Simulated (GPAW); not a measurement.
The system is TiTe2.

```
Te Ti
1.0
     3.77700    0.00000    0.00000
    -1.88850    3.27098    0.00000
     0.00000    0.00000    6.49800
Te Ti
2 1
Direct
  0.33333 0.66667 0.73720
  0.66667 0.33333 0.26280
  0.00000 0.00000 0.00000
```

* Program: GPAW 26.7.0
* Task: single point
* Functional: PBE
* Potentials or basis: GPAW PAW data sets (gpaw-data 1.2.1)
* Cutoff: 600 eV
* Basis: pw
* k mesh: 8 × 8 × 4
* Occupations: fermi-dirac, width 0.05 eV
* Spin: no spin polarisation

On this cell: pressure 0.6 GPa; largest force 0.011 eV/Å; band gap on the k mesh none (metal or under the smearing width).

The same run follows on a disturbed copy (atoms moved at random, drawn with an rms of 0.05 Å):

```
Te Ti
1.0
     3.77700    0.00000    0.00000
    -1.88850    3.27098    0.00000
     0.00000    0.00000    6.49800
Te Ti
2 1
Direct
  0.33883 0.66074 0.74191
  0.66739 0.33800 0.26724
  0.99875 0.99981 0.00240
```

**Question.** What does the disturbed cell give?

**Answer.** The energy (extrapolated to zero smearing) moves by +1.6 meV/atom; pressure 0.6 GPa; largest force 0.186 eV/Å; band gap on the k mesh none (metal or under the smearing width).

Forces in eV/Å, atoms in the order of the input:
```
Te  -0.129  0.082 -0.105
Te   0.043 -0.073 -0.058
Ti   0.086 -0.009  0.163
```

Stress tensor (GPa, compression positive):
```
 0.26  0.18  0.50
 0.18  0.58 -0.45
 0.50 -0.45  1.00
```

Caveats: this functional lacks dispersion, which binds the layers, so the pressure and a relaxed spacing across them are unreliable (some runs).
